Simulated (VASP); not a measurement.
Write the native input for VASP 6.6.1 that does the following.

* Task: band structure
* Functional: PBE
* Potentials or basis: VASP PAW PBE potentials, release 64 (Te, Cd)
* Cutoff: 520 eV
* k mesh: 6 × 6 × 6
* Occupations: gaussian, width 0.02 eV
* Spin: spin-orbit coupling, no magnetisation
* Ladder: free
* Further INCAR settings: ALGO = Normal; EDIFF = 1e-06

The system is CdTe.

```
Te Cd
1.0
     0.00000    3.20500    3.20500
     3.20500    0.00000    3.20500
     3.20500    3.20500    0.00000
Te Cd
1 1
Direct
  0.75000 0.75000 0.75000
  0.00000 0.00000 0.00000
```

One way to write it, as run:

POSCAR

```
CdTe
1.0
    0.0000000000      3.2050000000      3.2050000000
    3.2050000000      0.0000000000      3.2050000000
    3.2050000000      3.2050000000      0.0000000000
Te Cd
1 1
Direct
    0.7500000000      0.7500000000      0.7500000000
    0.0000000000      0.0000000000      0.0000000000
```

INCAR.step1

```
PREC = Accurate
ENCUT = 520
EDIFF = 1E-6
ISMEAR = 0
SIGMA = 0.02
LREAL = F
LASPH = T
NELM = 80
ALGO = Normal
ISIF = 2
LWAVE = F
LCHARG = T
LNONCOLLINEAR = T
MAGMOM = 0 0 0 0 0 0
LORBIT = 11
LSORBIT = T
GGA_COMPAT = F
GGA = PE
KPAR = 2
```

KPOINTS.step1

```
Automatic mesh
0
Gamma
  6 6 6
```

INCAR.step2

```
PREC = Accurate
ENCUT = 520
EDIFF = 1E-6
ISMEAR = 0
SIGMA = 0.05
LREAL = F
LASPH = T
NELM = 80
ALGO = Normal
ISIF = 2
LWAVE = F
LCHARG = F
LNONCOLLINEAR = T
MAGMOM = 0 0 0 0 0 0
LORBIT = 11
LSORBIT = T
GGA_COMPAT = F
GGA = PE
ICHARG = 11
KPAR = 2
```

KPOINTS.step2

```
path GXWKGLUWLK,UX
15
line-mode
reciprocal
 0.0000000000  0.0000000000  0.0000000000  G
 0.5000000000  0.0000000000  0.5000000000  X

 0.5000000000  0.0000000000  0.5000000000  X
 0.5000000000  0.2500000000  0.7500000000  W

 0.5000000000  0.2500000000  0.7500000000  W
 0.3750000000  0.3750000000  0.7500000000  K

 0.3750000000  0.3750000000  0.7500000000  K
 0.0000000000  0.0000000000  0.0000000000  G

 0.0000000000  0.0000000000  0.0000000000  G
 0.5000000000  0.5000000000  0.5000000000  L

 0.5000000000  0.5000000000  0.5000000000  L
 0.6250000000  0.2500000000  0.6250000000  U

 0.6250000000  0.2500000000  0.6250000000  U
 0.5000000000  0.2500000000  0.7500000000  W

 0.5000000000  0.2500000000  0.7500000000  W
 0.5000000000  0.5000000000  0.5000000000  L

 0.5000000000  0.5000000000  0.5000000000  L
 0.3750000000  0.3750000000  0.7500000000  K

 0.6250000000  0.2500000000  0.6250000000  U
 0.5000000000  0.0000000000  0.5000000000  X
```

Potentials or basis: VASP PAW PBE potentials, release 64 (Te, Cd).

The run is started by

```sh
$ cat potpaw_PBE.64/Te/POTCAR potpaw_PBE.64/Cd/POTCAR > POTCAR
$ cp INCAR.step1 INCAR
$ cp KPOINTS.step1 KPOINTS
$ mpirun -np 2 vasp_ncl > vasp.out
$ cp INCAR.step2 INCAR
$ cp KPOINTS.step2 KPOINTS
$ mpirun -np 2 vasp_ncl > vasp.out
```

It took 94 s on 2 MPI ranks on Intel(R) Xeon(R) 6975P-C (Granite Rapids) (shared host), peak memory 0.62 GiB a rank.
